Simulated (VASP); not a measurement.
# C (P6_3/mmc) in VASP: notebook

The runs below take C through band structure, with LDA, PBEsol, RPBE, LAK.

The COD entry that gives the cell may itself be a prediction, so a difference from it is no test against experiment.

All numbers are computed with VASP 6.6.1; they aren't measurements. Logs are shortened: lines on timing, memory, paths and dates and some standing lists are left out, and cuts for length are marked.

### Step 1. The crystal as given

Symmetry: P6_3/mmc, No. 194, hexagonal system. Conventional cell: a = 2.522 Å, b = 2.522 Å, c = 8.237 Å, α = 90.00°, β = 90.00°, γ = 120.00°. C (site symmetry 3m) is surrounded by 4 C at 1.54 Å. C (site symmetry 3m) has 4 C at 1.54 Å as nearest neighbours.

This is a hexagonal form of diamond, not graphite.

### Step 2. Band structure, LDA

The input, INCAR:

```
SYSTEM = C
  PREC = Accurate
  ENCUT = 520
  EDIFF = 1E-6
  ISMEAR = -1
  SIGMA = 0.05
  LREAL = .FALSE.
  LASPH = .TRUE.
  NELM = 100
  ALGO = Fast
  ISIF = 2
  LWAVE = .FALSE.
  LCHARG = .FALSE.
  GGA = CA
```

The input, KPOINTS:

```
regular mesh
0
G
  12 12 4
  0 0 0
```

The input, POSCAR:

```
C
1.0
    2.5221000000      0.0000000000      0.0000000000
   -1.2610500000      2.1842026709      0.0000000000
    0.0000000000      0.0000000000      8.2371000000
C
8
Direct
    0.6666666667      0.3333333333      0.8437500000
    0.3333333333      0.6666666667      0.3437500000
    0.6666666667      0.3333333333      0.6562500000
    0.3333333333      0.6666666667      0.1562500000
    0.0000000000      0.0000000000      0.9062500000
    0.0000000000      0.0000000000      0.4062500000
    0.0000000000      0.0000000000      0.5937500000
    0.0000000000      0.0000000000      0.0937500000
```

The input, KPOINTS_OPT:

```
path GMKGALHA,LM,KH
10
line-mode
reciprocal
 0.0000000000  0.0000000000  0.0000000000  G
 0.5000000000  0.0000000000  0.0000000000  M

 0.5000000000  0.0000000000  0.0000000000  M
 0.3333333333  0.3333333333  0.0000000000  K

 0.3333333333  0.3333333333  0.0000000000  K
 0.0000000000  0.0000000000  0.0000000000  G

 0.0000000000  0.0000000000  0.0000000000  G
 0.0000000000  0.0000000000  0.5000000000  A

 0.0000000000  0.0000000000  0.5000000000  A
 0.5000000000  0.0000000000  0.5000000000  L

 0.5000000000  0.0000000000  0.5000000000  L
 0.3333333333  0.3333333333  0.5000000000  H

 0.3333333333  0.3333333333  0.5000000000  H
 0.0000000000  0.0000000000  0.5000000000  A

 0.5000000000  0.0000000000  0.5000000000  L
 0.5000000000  0.0000000000  0.0000000000  M

 0.3333333333  0.3333333333  0.0000000000  K
 0.3333333333  0.3333333333  0.5000000000  H
```

Potentials or basis: VASP PAW LDA potentials, release 64 (C).

Launch:

```console
> cat potpaw_LDA.64/C/POTCAR > POTCAR
> mpirun -np 1 vasp_std > vasp.out
```

OUTCAR:

```text
SYSTEM = C
   PREC = Accurate
   ENCUT = 520
   EDIFF = 1E-6
   ISMEAR = -1
   LREAL = .FALSE.
   LASPH = .TRUE.
   NELM = 100
   ISIF = 2
   GGA = CA

 ion  position               nearest neighbor table
   1  0.667  0.333  0.844-   3 1.54   5 1.54   5 1.54   5 1.54
   2  0.333  0.667  0.344-   4 1.54   6 1.54   6 1.54   6 1.54
   3  0.667  0.333  0.656-   1 1.54   7 1.54   7 1.54   7 1.54
   4  0.333  0.667  0.156-   2 1.54   8 1.54   8 1.54   8 1.54
   5  0.000  0.000  0.906-   8 1.54   1 1.54   1 1.54   1 1.54
   6  0.000  0.000  0.406-   7 1.54   2 1.54   2 1.54   2 1.54
   7  0.000  0.000  0.594-   6 1.54   3 1.54   3 1.54   3 1.54
   8  0.000  0.000  0.094-   5 1.54   4 1.54   4 1.54   4 1.54

  LATTYP: Found a hexagonal cell.
 ALAT       =     2.5221000000
 C/A-ratio  =     3.2659688355

  Lattice vectors:

 A1 = (   2.5221000000,   0.0000000000,   0.0000000000)
 A2 = (  -1.2610500000,   2.1842026709,   0.0000000000)
 A3 = (   0.0000000000,   0.0000000000,   8.2371000000)

Analysis of symmetry for initial positions (statically):
=====================================================================
 Subroutine PRICEL returns:
 Original cell was already a primitive cell.

 Routine SETGRP: Setting up the symmetry group for a
 hexagonal supercell.

 Subroutine GETGRP returns: Found 24 space group operations
 (whereof 12 operations were pure point group operations)
 out of a pool of 24 trial point group operations.

The static configuration has the point symmetry D_3d.
 The point group associated with its full space group is D_6h.

Analysis of symmetry for dynamics (positions and initial velocities):
=====================================================================
 Subroutine PRICEL returns:
 Original cell was already a primitive cell.

 Routine SETGRP: Setting up the symmetry group for a
 hexagonal supercell.

 Subroutine GETGRP returns: Found 24 space group operations
 (whereof 12 operations were pure point group operations)
 out of a pool of 24 trial point group operations.

The dynamic configuration has the point symmetry D_3d.
 The point group associated with its full space group is D_6h.

 Subroutine INISYM returns: Found 24 space group operations
 (whereof 12 operations are pure point group operations),
 and found     1 'primitive' translations

[... 112 lines left out ...]
   ISIF   =      2    stress and relaxation
   ISYM   =      2    0-nonsym 1-usesym 2-fastsym
   POTIM  = 0.5000    time-step for ionic-motion
   TEBEG  =    0.0;   TEEND  =   0.0 temperature during run
   PSTRESS=    0.0 pullay stress
   NELECT =      32.0000    total number of electrons
   NUPDOWN=      -1.0000    fix difference up-down
   EMIN   =  10.00;   EMAX   =-10.00  energy-range for DOS
   EFERMI =   0.00;   METHOD = LEGACY
   ISMEAR =    -1;   SIGMA  =   0.05  broadening in eV -4-tet -1-fermi 0-gaus
   EFERMI_NEDOS =   21; number of points for ismear=-14 and -15
   IALGO  =     68    algorithm
   IMIX   =      4    mixing-type and parameters
     AMIX     =   0.40;   BMIX     =  1.00
     AMIX_MAG =   1.60;   BMIX_MAG =  1.00
  volume/ion in A,a.u.               =       5.67        38.28
  Fermi-wavevector in a.u.,A,eV,Ry     =   1.457186  2.753682 28.890486  2.123391
  Thomas-Fermi vector in A             =   2.574017
   LORBIT       =      0    0 simple, 1 ext, 2 COOP (PROOUT), +10 PAW based schemes
   GGA     = CA    functional components
   LHFCALC =     F    Hartree Fock is set to
   AEXX    =    0.0000 exact exchange contribution
   IVDW    =     0    specifies the selected vdW correction
   LEPSILON=     F    determine dielectric tensor
   LRPA    =     F    only Hartree local field effects (RPA)
 non-spin polarized calculation
 RMM-DIIS sequential band-by-band and
  energy-cutoff  :      520.00
  volume of cell :       45.38
 maximum number of plane-waves:      1242
 NGX is ok and might be reduce to    20
   NGX =  9   NGY =  9   NGZ = 31

 number of electron      31.9999994 magnetization

 Free energy of the ion-electron system (eV)
  ---------------------------------------------------
  ext. energy  EPLUGINS =         0.00000000
  ---------------------------------------------------
  free energy    TOTEN  =       -80.85144734 eV

  energy without entropy =      -80.85144734  energy(sigma->0) =      -80.85144734

 E-fermi :  10.7881     XC(G=0): -13.4964

 val. band max:        9.8606268099   @ k =   0.0000   0.0000   0.0000
 cond. band min:      14.2344094829   @ k =   0.4167   0.0000   0.0000
 fundamental gap:      4.3737826731
 Fermi energy:        10.7881267006

 k-point     1 :       0.0000    0.0000    0.0000
  band No.  band energies     occupation
      1     -11.6075      2.00000
      2      -9.9140      2.00000
      3      -9.8642      2.00000
      4      -5.7323      2.00000
      5      -3.6543      2.00000
      6       3.1789      2.00000
[... 565 lines left out ...]
     20      17.3465      0.00000
     21      18.0703      0.00000

 [... further k-points ...]

------------------------ aborting loop because EDIFF is reached ----------------------------------------

  FORCE on cell =-STRESS in cart. coord.  units (eV):
  Direction    XX          YY          ZZ          XY          YZ          ZX
  --------------------------------------------------------------------------------------
  -------------------------------------------------------------------------------------
  Total       -4.3174791     -4.3174791     -0.7823605      0.0000000      0.0000000      0.0000000
  in kB     -152.4443231   -152.4443231    -27.6240853      0.0000000      0.0000000      0.0000000
  external PRESSURE =    -110.8375772 kB  Pullay stress =       0.0000000 kB

 VOLUME and BASIS-vectors are now :
 -----------------------------------------------------------------------------
  energy-cutoff  :      520.00
  volume of cell :       45.38
      direct lattice vectors                 reciprocal lattice vectors
     2.522100000  0.000000000  0.000000000     0.396494984  0.228916486  0.000000000
    -1.261050000  2.184202671  0.000000000     0.000000000  0.457832972  0.000000000
     0.000000000  0.000000000  8.237100000     0.000000000  0.000000000  0.121401950

 POSITION                                       TOTAL-FORCE (eV/Angst)
 -----------------------------------------------------------------------------------
      1.26105      0.72807      6.95005        -0.000000     -0.000000      0.326068
     -0.00000      1.45614      2.83150         0.000000      0.000000      0.326068
      1.26105      0.72807      5.40560         0.000000      0.000000     -0.326068
     -0.00000      1.45614      1.28705         0.000000     -0.000000     -0.326068
      0.00000      0.00000      7.46487         0.000000      0.000000      0.331608
      0.00000      0.00000      3.34632         0.000000      0.000000      0.331608
      0.00000      0.00000      4.89078         0.000000      0.000000     -0.331608
      0.00000      0.00000      0.77223         0.000000      0.000000     -0.331608
 -----------------------------------------------------------------------------------
    total drift:                               -0.000000      0.000000      0.000000

  FREE ENERGIE OF THE ION-ELECTRON SYSTEM (eV)
  ---------------------------------------------------
  free  energy   TOTEN  =       -80.8514473369 eV

  energy  without entropy=      -80.8514473368  energy(sigma->0) =      -80.85144734
```

OSZICAR:

```text
N       E                     dE             d eps       ncg     rms          rms(c)
DAV:   1     0.778556440759E+02    0.77856E+02   -0.17085E+04  2394   0.148E+03
DAV:   2    -0.790110935980E+02   -0.15687E+03   -0.14901E+03  3294   0.260E+02
DAV:   3    -0.839962039283E+02   -0.49851E+01   -0.49601E+01  2980   0.464E+01
[... 22 lines left out ...]
DAV:   9     0.222241793038E+04   -0.29538E-06     2005
       N       E                     dE             ncg
DAV:   1     0.244247663349E+05   -0.40237E+05     1386
DAV:   2     0.196834835260E+05   -0.47413E+04     1893
DAV:   3     0.195204052951E+05   -0.16308E+03     1732
DAV:   4     0.195187433301E+05   -0.16620E+01     1709
DAV:   5     0.195187037329E+05   -0.39597E-01     1697
DAV:   6     0.195187028919E+05   -0.84097E-03     1720
DAV:   7     0.195187028674E+05   -0.24519E-04     1452
DAV:   8     0.195187028665E+05   -0.94754E-06     1203
```

stdout:

```text
POSCAR found type information on POSCAR C
 POSCAR found :  1 types and       8 ions
 scaLAPACK will be used
 LDA part: xc-table for (Slater(with rela. corr.)+CA(PZ))
 , standard interpolation
 POSCAR, INCAR and KPOINTS ok, starting setup
 FFT: planning ... GRIDC
 FFT: planning ... GRID_SOFT
 FFT: planning ... GRID
 WAVECAR not read
 entering main loop
 Start KPOINTS_OPT (optional k-point list driver)
k-point batch [1-57\90]
k-point batch [58-90\90]
```

Wall time 42 s (1 thread of Intel Xeon 6975P-C (Granite Rapids), shared host); peak memory 0.18 GiB.

What came out:

- Free energy: -80.8514 eV
- Pressure: -11.1 GPa
- Largest force: 0.332 eV/Å
- Band gap on the k mesh: 4.37 eV, indirect (least direct gap 5.13 eV)
- Band gap along the path: 4.38 eV, indirect (least direct gap 5.13 eV)

Forces in eV/Å, atoms in the order of the input:
```
C    0.000  0.000  0.326
C    0.000  0.000  0.326
C    0.000  0.000 -0.326
C    0.000  0.000 -0.326
C    0.000  0.000  0.332
C    0.000  0.000  0.332
C    0.000  0.000 -0.332
C    0.000  0.000 -0.332
```

Levels at the corners of the path, in eV from the valence-band top:
| point | band 13 | band 14 | band 15 | band 16 | band 17 | band 18 | band 19 | band 20 |
| --- | --- | --- | --- | --- | --- | --- | --- | --- |
| Γ | -1.73 | -0.22 | 0.00 | 0.00 | 5.13 | 5.13 | 5.66 | 6.93 |
| M | -5.00 | -4.52 | -3.70 | -2.92 | 4.42 | 5.57 | 5.80 | 5.95 |
| M | -5.00 | -4.52 | -3.70 | -2.92 | 4.42 | 5.57 | 5.80 | 5.95 |
| K | -7.14 | -5.67 | -5.67 | -4.01 | 6.10 | 6.10 | 7.94 | 8.42 |
| K | -7.14 | -5.67 | -5.67 | -4.01 | 6.10 | 6.10 | 7.94 | 8.42 |
| Γ | -1.73 | -0.22 | 0.00 | 0.00 | 5.13 | 5.13 | 5.66 | 6.93 |
| Γ | -1.73 | -0.22 | 0.00 | 0.00 | 5.13 | 5.13 | 5.66 | 6.93 |
| A | -0.67 | -0.67 | -0.67 | -0.67 | 5.92 | 5.92 | 5.92 | 5.92 |
| A | -0.67 | -0.67 | -0.67 | -0.67 | 5.92 | 5.92 | 5.92 | 5.92 |
| L | -4.71 | -4.71 | -3.65 | -3.65 | 4.77 | 4.77 | 7.01 | 7.01 |
| L | -4.71 | -4.71 | -3.65 | -3.65 | 4.77 | 4.77 | 7.01 | 7.01 |
| H | -5.33 | -5.33 | -5.10 | -5.10 | 5.10 | 5.10 | 9.79 | 9.79 |
| H | -5.33 | -5.33 | -5.10 | -5.10 | 5.10 | 5.10 | 9.79 | 9.79 |
| A | -0.67 | -0.67 | -0.67 | -0.67 | 5.92 | 5.92 | 5.92 | 5.93 |
| L | -4.71 | -4.71 | -3.65 | -3.65 | 4.77 | 4.77 | 7.01 | 7.02 |
| M | -5.00 | -4.52 | -3.70 | -2.92 | 4.42 | 5.57 | 5.80 | 5.95 |
| K | -7.14 | -5.67 | -5.67 | -4.01 | 6.10 | 6.10 | 7.94 | 8.42 |
| H | -5.33 | -5.33 | -5.10 | -5.10 | 5.10 | 5.10 | 9.79 | 9.79 |

(Part 1 of 2 ends here.)
